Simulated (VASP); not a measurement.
The system is Si.

```
Si
1.0
     0.03800    2.78820    2.78319
     2.75044    0.09457    2.72661
     2.76113    2.74231    0.08389
Si
2
Direct
  0.50000 0.50000 0.50000
  0.75000 0.75000 0.75000
```

The cell isn't the ideal one: cell strained at random at fixed volume.

* Program: VASP 6.6.1
* Task: relaxation of cell and atoms
* Functional: TPSS
* Dispersion: D2
* Potentials or basis: VASP PAW PBE potentials, release 64 (Si)
* Cutoff: 600 eV
* k mesh: 8 × 8 × 8
* Occupations: gaussian, width 0.1 eV
* Spin: no spin polarisation

At the start: pressure -3.2 GPa; volume 20.16 Å³/atom.

**Question.** How do energy, volume and symmetry change on relaxing?

**Answer.** Over 9 steps the energy falls by 28.9 meV/atom and the volume is 19.45 Å³/atom (-3.5 %); space group Fd-3m (No. 227, to 0.05 Å).

The path:
```tsv
step	energy change (eV)	largest force (eV/Å)	pressure (GPa)	volume (Å³)
1	0.0000	0.5127	-3.15	40.33
2	-0.0182	0.9579	2.87	38.01
3	-0.0535	0.2361	-0.30	39.01
4	-0.0570	0.0585	0.41	38.75
5	-0.0570	0.0583	0.47	38.73
6	-0.0578	0.0282	-0.10	38.94
7	-0.0578	0.0106	0.02	38.89
8	-0.0578	0.0119	0.01	38.90
9	-0.0578	0.0086	-0.02	38.91
```

Final structure:
```cif
data_structure
_symmetry_space_group_name_H-M 'P 1'
_symmetry_Int_Tables_number 1
_cell_length_a 3.8030
_cell_length_b 3.8029
_cell_length_c 3.8032
_cell_angle_alpha 60.020
_cell_angle_beta 60.016
_cell_angle_gamma 60.016
_cell_volume 38.91
loop_
_atom_site_label
_atom_site_type_symbol
_atom_site_fract_x
_atom_site_fract_y
_atom_site_fract_z
_atom_site_occupancy
Si1 Si 0.50003 0.50000 0.50001 1
Si2 Si 0.74997 0.75000 0.74999 1
```

Caveat: the PAW data sets were made with another functional, which shifts forces and pressure a little.
